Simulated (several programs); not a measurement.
NaH (started from an entry of an open crystallographic database) with hydrogen sites as listed, relaxed with r2SCAN in Ansatz, was computed with several methods. The symmetry is Fm-3m (No. 225, cubic); conventional cell a = 4.795 Å, 13.78 Å³ an atom. Na has 6 H at 2.40 Å; H has 6 Na at 2.40 Å. Calculated for a static, non-magnetic cell.

```cif
data_structure
_symmetry_space_group_name_H-M 'Fm-3m'
_symmetry_Int_Tables_number 225
_cell_length_a 4.7950
_cell_length_b 4.7950
_cell_length_c 4.7950
_cell_angle_alpha 90.000
_cell_angle_beta 90.000
_cell_angle_gamma 90.000
_cell_volume 110.25
loop_
_atom_site_label
_atom_site_type_symbol
_atom_site_symmetry_multiplicity
_atom_site_Wyckoff_symbol
_atom_site_fract_x
_atom_site_fract_y
_atom_site_fract_z
_atom_site_occupancy
Na1 Na 4 a 0.00000 0.00000 0.00000 1
H1 H 4 b 0.50000 0.00000 0.00000 1
```

Gaps and times are for a single point on this cell; volume and bulk modulus come from each method's own relaxation or energy curve at fixed shape. Times are rough, from shared hosts (Arm Neoverse V1; Arm Neoverse V2), and each method has its own mesh and cell size. PM6 (MOPAC), PM7 (MOPAC), GFN1-xTB (tblite), GFN2-xTB (tblite) treat a cluster of cells at its zone centre, which samples few k points: where these miss a band edge, the gap comes out too large for that reason alone. Gaps from k meshes are read at a limited set of points (mesh, symmetry points, PBE's band edges), so each method's own least gap may be somewhat smaller. xTB and the PM methods were fitted mostly to molecules, and can miss a solid's gap by electronvolts. Minimal bases can be far off for gaps. Times of the plane-wave ladder aren't listed, since it ran on unlike processors and cards. GLLB-SC's gap includes the derivative discontinuity. G0W0 is at finite bands, cutoff and mesh. d marks a direct gap, i an indirect one (no mark: not told apart), a dash a value that wasn't computed or didn't pass its checks.

```csv
method,kind,gap (eV),own volume (Å³/atom),bulk modulus (GPa),atoms computed,processor time
PBEsol,semilocal,–,13.75,–,2,–
light PBE (260 eV and a coarse mesh),light plane-wave,3.79 i,–,–,2,0.45 s
PM7 (MOPAC),semi-empirical,9.51,–,–,cluster,0.9 s
LDA,semilocal,3.44 i,12.88,–,2,–
PBE,semilocal,3.80 i,14.10,23,2,–
PM6 (MOPAC),semi-empirical,7.46,–,–,cluster,1.2 s
GFN1-xTB (tblite),tight binding,7.87,–,–,cluster,2.7 s
r2SCAN,semilocal,4.40 i,13.78,24,2,–
GLLB-SC (GPAW),model potential,7.98,–,–,2,3.5 s
G0W0@LDA (140 eV screening cutoff),many-body,5.80,–,–,2,–
GFN2-xTB (tblite),tight binding,10.85,–,–,cluster,6.7 s
G0W0@r2SCAN (180 eV screening cutoff),many-body,6.50,–,–,2,–
PBE/SZV (CP2K),small basis,1.18 i,–,–,2,9.6 s
G0W0@PBE (260 eV screening cutoff),many-body,6.07,–,–,2,–
LC-ωPBE,hybrid,9.99 i,–,–,2,–
G0W0@HSE06 (180 eV screening cutoff),many-body,6.73,–,–,2,–
PBE/DZVP (CP2K),small basis,3.42 i,–,–,2,14 s
PBE/single zeta (GPAW),small basis,3.97 i,–,–,2,18 s
G0W0@PBE0 (180 eV screening cutoff),many-body,7.01,–,–,2,–
PBE0,hybrid,5.58 i,–,–,2,–
HSE06,hybrid,4.85 i,13.86,–,2,–
Hartree-Fock,exact exchange,11.70 i,–,–,2,–
DDH-PBE0,hybrid,6.08 i,–,–,2,–
```

Task: How far from the measured values lie the methods that can be set against them?

Result:
- Volume, measured 14.55 Å³ an atom: PBEsol -5.5 %, LDA -11.5 %, PBE -3.1 %, r2SCAN -5.3 %, HSE06 -4.7 %.
The calculations are for a static lattice; samples hold vibrations, temperature and, in optical gaps, excitons. A measured value is shown where most reports agree with it, and only for the quantities listed. Sources: 14.55 Å³ an atom (from the lattice constants; cubic cell parameter a; 300 K; “Revisiting the Hydrogen Storage Behavior of the Na-O-H System”; NaH phase in a ball-milled two-phase NaH-NaOH mixture (44 wt% NaH); room temperature; 2015; pmc:5455565).
